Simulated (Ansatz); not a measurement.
A run of Ansatz 0.2.0:

File input.yaml:

```yaml
crystal:
  lattice:
    - [0.0, 3.2145, 3.2145]
    - [3.2145, 0.0, 3.2145]
    - [3.2145, 3.2145, 0.0]
  atoms:
    - { symbol: Hg, position: [0.0, 0.0, 0.0] }
    - { symbol: Te, position: [0.75, 0.75, 0.75] }
kpoints:
  mp_grid: { grid: [4, 4, 4] }
scf:
  occupations: { method: fermi_dirac, width: 0.03 }
hamiltonian:
  xc: pbe
  pseudopotentials: { kind: all_electron, lapw: { basis_error: 0.002 } }
output:
  forces: true
  stress: true
  eigenvalues: true
```

Potentials or basis: all-electron LAPW, scalar-relativistic.

Launch:

```bash
$ ansatz run input.yaml --threads 1 --pin off --max-ram 3072MiB --backend cpu --events-out ev --progress --plain --runs-dir out
```

Hardware: 1 thread of Arm Neoverse V1, with other jobs on the host.

Q: Estimate the wall time of this run.

A: Run time: 7.5 s on 1 thread of Arm Neoverse V1 (shared host), peak memory 0.25 GiB. Counts: scf iterations 7, plane waves 537, k points 8, bands 41.
